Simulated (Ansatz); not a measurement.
A relaxation of cell and atoms of BeSe (started from an entry of an open crystallographic database) with Ansatz, at the level HSE06. It starts from the r2SCAN minimum.

input.yaml:
```yaml
crystal:
  lattice:
    - [0.0, 2.5810355896, 2.5810355896]
    - [2.5810355896, 0.0, 2.5810355896]
    - [2.5810355896, 2.5810355896, 0.0]
  atoms:
    - { symbol: Be, position: [0.0, 0.0, 0.0] }
    - { symbol: Se, position: [0.25, 0.25, 0.25] }
kpoints:
  mp_grid: { grid: [6, 6, 6] }
hamiltonian:
  xc: hse06
scf:
  occupations: { method: fermi_dirac, width: 0.02 }
relax:
  f_tol: 0.005
  cell: {}
output:
  write_density: true
  write_potential: true
  elf: true
  volumetric_format: npy
```

Run as `ansatz run input.yaml --threads 2 --pin off --max-ram 2211MiB --backend cpu --events-out ev --progress --plain --runs-dir out`. Wall time 51 s on 2 threads of Arm Neoverse V1, on a shared host; peak host memory 1.1 GiB.

Output, abridged:
```
Pseudopotential: Be, paw, valence charge 2, recommended cutoff 420 eV (normal)
Pseudopotential: Se, paw, valence charge 16, recommended cutoff 420 eV (normal)
Functional definition: HSE06
Crystal: 2 atoms, lattice volume = 34.388 Å³
Basis set: ecut = 420 eV, 645 PW (Γ)
Bands: 13, of which v1, the nominal top of the filled ones, is band 9 counted from 1 (8 counted from 0)
Symmetry: 24 space group operations
Space group: F-43m (ITA 216)
k-points: 16 of 216 (time reversal used)
Exchange kernel: α = 0.2500, screened, ω = 0.2079 Å⁻¹, Wigner–Seitz truncation, v(0) = 1045.9078 eV·Å³, q-mesh 6×6×6
relax step 1: F+E_penalty+E_count = -5565.22616895 eV  P = -0.678 GPa  Ω = 34.388 Å³
relax step 2: F+E_penalty+E_count = -5565.22679960 eV  P = -0.106 GPa  Ω = 34.142 Å³
relax step 3: F+E_penalty+E_count = -5565.22681908 eV  P = +0.001 GPa  Ω = 34.096 Å³
relax step 4: F+E_penalty+E_count = -5565.22679003 eV  P = +0.001 GPa  Ω = 34.096 Å³  (SCF on a basis re-selected at this cell)
hybrid SCF converged: 2 outer / 7 inner (+0 warm-up)
Free energy (F): -5565.226790 eV
Fermi energy:    8.113526 eV
--- Stress (GPa, compression-positive) ---
        0.001229       0.000000       0.000000
        0.000000       0.001229       0.000000
        0.000000       0.000000       0.001229
  P = ⅓ Tr σ = 0.0012 GPa (0.012 kbar)
--- Relaxed structure (3 steps of the walk, 3 accepted, 1 SCFs on fresh bases) ---
  F+E_penalty+E_count = -5565.22679003 eV
  cell:  # Å, volume = 34.0964 Å³
    - [0.000000, 2.573708, 2.573708]
    - [2.573708, 0.000000, 2.573708]
    - [2.573708, 2.573708, 0.000000]
  atoms:
    - { symbol: Be, position: [0.000000, 0.000000, 0.000000] }
    - { symbol: Se, position: [0.250000, 0.250000, 0.250000] }
```

Planar averages along the third cell vector, from rho_z.tsv and v_z.tsv (valence density with its augmentation; electrostatic potential energy of an electron, of which only differences have a meaning):
```tsv
z (Å)	ρ (e/Å³)	v_es (eV)
0.00	0.291	0.58
0.15	0.380	-0.17
0.29	0.528	-0.18
0.44	0.776	0.36
0.58	1.139	1.17
0.73	1.531	2.05
0.87	1.754	2.78
1.02	1.654	3.31
1.16	1.292	3.77
1.31	0.876	4.24
1.46	0.560	4.78
1.60	0.370	5.50
1.75	0.266	6.51
1.89	0.208	7.75
2.04	0.170	8.94
2.18	0.143	9.69
2.33	0.123	9.98
2.48	0.110	9.91
2.62	0.105	9.58
2.77	0.106	8.97
2.91	0.114	7.98
3.06	0.130	6.68
3.20	0.154	5.22
3.35	0.188	3.65
3.49	0.232	1.99
```

In 3 steps the volume changed by -0.8 %; between the first SCF and the last, each on a basis chosen for its cell, the energy fell by 0.3 meV an atom. Final cell: space group F-43m (No. 216), cubic; conventional cell a = 5.147 Å, 17.05 Å³ an atom. Be is surrounded by 4 Se at 2.23 Å; Se is surrounded by 4 Be at 2.23 Å.

The values are computed, spin-unpolarised, and not measurements.
